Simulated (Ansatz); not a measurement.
# AlN: the cost of one run

Computed with Ansatz 0.2.0 (DFT r2SCAN, scalar-relativistic, plane waves, PAW, unless a step's input says otherwise).

## 1. Starting point

It takes space group F-43m (No. 216, cubic). The conventional cell has a = 4.368 Å, b = 4.368 Å, c = 4.368 Å, α = 90.00°, β = 90.00°, γ = 90.00°. Al (site symmetry -43m) has 4 N at 1.89 Å as nearest neighbours. N (site symmetry -43m) is surrounded by 4 Al at 1.89 Å.

As a file:

```
Al N
1.0
     0.00000    2.18399    2.18399
     2.18399    0.00000    2.18399
     2.18399    2.18399    0.00000
Al N
1 1
Direct
  0.00000 0.00000 0.00000
  0.75000 0.75000 0.75000
```

It goes back to an entry of the Materials Project, which need not be the stable form.

The cell is taken as given, not relaxed at this level.

## 2. Zero of energy

Reference values: F = -928.4372 eV; pressure 0.26 GPa; largest force 0.000 eV/Å; gap on the mesh 3.94 eV. It was computed beforehand with the settings of the runs below.

## 3. Setting up one atom moved over a plane

Atom 1 (Al) is moved by p along (0.707, 0.707, 0.000) and q along (0.000, 0.000, 1.000) (Å), all else fixed; its images in the other cells move with it. Points alike by symmetry are run once.

## 4. At p = -0.450, q = -0.450

input.yaml

```yaml
crystal:
  lattice:
    - [0.0, 2.1839935596, 2.1839935596]
    - [2.1839935596, 0.0, 2.1839935596]
    - [2.1839935596, 2.1839935596, 0.0]
  atoms:
    - { symbol: Al, position: [-0.1030222818, -0.1030222818, -0.0426732264] }
    - { symbol: "N", position: [0.75, 0.75, 0.75] }
basis:
  ecutwfc: 500
kpoints:
  mp_grid: { grid: [10, 10, 10] }
hamiltonian:
  xc: r2scan
scf:
  occupations: { method: gaussian, width: 0.05 }
output:
  forces: true
  stress: true
  eigenvalues: true
```

The run is started by

```bash
> ansatz run input.yaml --threads 1 --pin off --max-ram 2560MiB --backend cpu --events-out ev --progress --plain --runs-dir out
```

What time and memory should one allow on 1 thread of Intel Xeon at 2.50GHz (Skylake/Cascade Lake), shared host?

About 24 s, with a peak of 0.45 GiB.
